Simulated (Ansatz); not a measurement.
TiAl in Ansatz: the effect of functional

The system is TiAl.

```xyz
2
Lattice="3.1142 0.0000 0.0000 0.0000 3.1142 0.0000 0.0000 0.0000 3.1142" Properties=species:S:1:pos:R:3 pbc="T T T"
Ti    0.0000    0.0000    0.0000
Al    1.5571    1.5571    1.5571
```

The cell comes from a database or a generator and needn't be the stable form of this composition.

The cell isn't the ideal one: volume scaled by 0.94.

Alike in all runs:

| Quantity | Value |
| --- | --- |
| Program | Ansatz 0.2.0 |
| Task | single point |
| Potentials or basis | Ansatz PAW |
| k mesh | 8 × 8 × 8 |
| Occupations | fermi-dirac, width 0.05 eV |
| Spin | no spin polarisation |

```csv
functional,cutoff,pressure (GPa)
LDA,420 eV (not typed: the program's choice for these potentials),1.3
PBEsol,420 eV (not typed: the program's choice for these potentials),?
r2SCAN,500 eV (not typed: the program's choice for these potentials),7.5
```

What does the run with functional PBEsol give?

Pressure 5.3 GPa.

Caveats: the PAW data sets come from PBE, with cores solved anew for the run's functional, which leaves a small shift of forces and pressure.
